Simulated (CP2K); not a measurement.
Crystal: Ag2O.

```
Ag O
1.0
     4.71800    0.00000    0.00000
     0.00000    4.71800    0.00000
     0.00000    0.00000    4.71800
Ag O
4 2
Direct
  0.75000 0.25000 0.75000
  0.75000 0.75000 0.25000
  0.25000 0.75000 0.75000
  0.25000 0.25000 0.25000
  0.50000 0.50000 0.50000
  0.00000 0.00000 0.00000
```

Program: CP2K 2026.2. Alike in all runs: task band structure; no spin polarisation; cell as given; k mesh 6 × 6 × 6.

Task: Order these runs on this cell by their pressure, lowest first.
A. level r2SCAN; potentials or basis POTENTIAL_UZH Ag GTH-SCAN-q11, O GTH-SCAN-q6; TZVP-MOLOPT-SCAN-GTH basis; smearing fermi-dirac 0.01 eV; EPS_DEFAULT 1.0E-10; NGRIDS 4; points a segment of the path (NPOINTS) 8; bands added on the path 6; CUTOFF of the grids 850 Ry
B. level PBEsol; potentials or basis POTENTIAL_UZH Ag GTH-PBE-q11, O GTH-PBE-q6; TZVP-MOLOPT-PBE-GTH basis; smearing fermi-dirac 0.0259 eV; EPS_DEFAULT 1.0E-9; NGRIDS 4; points a segment of the path (NPOINTS) 8; bands added on the path 4; CUTOFF of the grids 600 Ry
C. level LDA; potentials or basis GTH_POTENTIALS Ag GTH-PADE-q11, O GTH-PADE-q6; TZVP-MOLOPT-PBE-GTH basis; smearing fermi-dirac 0.1 eV; EPS_DEFAULT 1.0E-9; NGRIDS 5; points a segment of the path (NPOINTS) 6; bands added on the path 6; CUTOFF of the grids 600 Ry

Result: C (-3.4 GPa), B (0.8 GPa), A (2.9 GPa).

Caveats: the basis of atomic orbitals isn't converged, which shifts pressures, moduli and gaps; the potentials were made for another functional, which shifts forces and pressure (some runs).
